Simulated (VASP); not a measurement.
# TiTe₂, self-consistent run: which settings are enough?

TiTe₂, P-3m1 (no. 164), 3 atoms in the cell. PBE with D2; PAW potentials Te, Ti_sv (PBE set). VASP 6.6.1.

Wanted: energy within 2 meV/atom; pressure within 0.1 GPa.

POSCAR:
```
TiTe2
1.0
    3.7770000000      0.0000000000      0.0000000000
   -1.8885000000      3.2709779501      0.0000000000
    0.0000000000      0.0000000000      6.4980000000
Te Ti
2 1
Direct
    0.3333333333      0.6666666667      0.7372000000
    0.6666666667      0.3333333333      0.2628000000
    0.0000000000      0.0000000000      0.0000000000
```

## Inputs of the D2 term

| Inputs of the D2 term | Energy less reference (meV/atom) | Pressure (GPa) | SCF iterations | Time (s) |
|---|---|---|---|---|
| default | 0.0 | -0.16 | 18 | 20 |
| VDW_RADIUS = 15 | 4.3 | -0.11 | 18 | 23 |
| VDW_RADIUS = 25 | 0.8 | -0.15 | 18 | 21 |
| VDW_RADIUS = 80 | -0.1 | -0.16 | 18 | 21 |
| VDW_S6 = 0.6 | 69.6 | 0.01 | 18 | 21 |
| VDW_D = 15.0 | -15.4 | -0.65 | 18 | 21 |
| VDW_D = 30.0 | 6.1 | 0.84 | 18 | 21 |
| VDW_C6 = 31.740 10.800, VDW_R0 = 1.892 1.562 | 0.0 | -0.16 | 18 | 23 |
| VDW_C6 = 38.088 12.960, VDW_R0 = 1.892 1.562 | -69.6 | -0.33 | 18 | 21 |
| VDW_C6 = 25.392 8.640, VDW_R0 = 1.892 1.562 | 69.6 | 0.01 | 18 | 20 |

Chosen: default; no other choice that stays within half of the tolerance saves 30 % of the time.

## The input

INCAR:
```
PREC     = Accurate       # precision mode
ENCUT    = 520            # plane-wave cutoff, eV
EDIFF    = 1E-7           # SCF threshold, eV
ISMEAR   = 0              # smearing method
SIGMA    = 0.02           # smearing width, eV
LREAL    = F              # projectors in reciprocal space
LASPH    = T              # aspherical terms in the spheres
ALGO     = Normal         # electronic algorithm
NELM     = 100            # most SCF steps
ISIF     = 2              # what is computed and relaxed
LWAVE    = F              # write WAVECAR
LCHARG   = F              # write CHGCAR
IVDW     = 1              # dispersion correction
```

KPOINTS:
```
k-points
0
Gamma
  6 6 3
```

Commands:
```
cat potpaw_PBE.64/Te/POTCAR potpaw_PBE.64/Ti_sv/POTCAR > POTCAR
mpirun -np 1 vasp_std > vasp.out
```

The chosen input took VASP 6.6.1 20 s on 1 core (Intel Xeon 6975P-C (Granite Rapids)), a shared host.
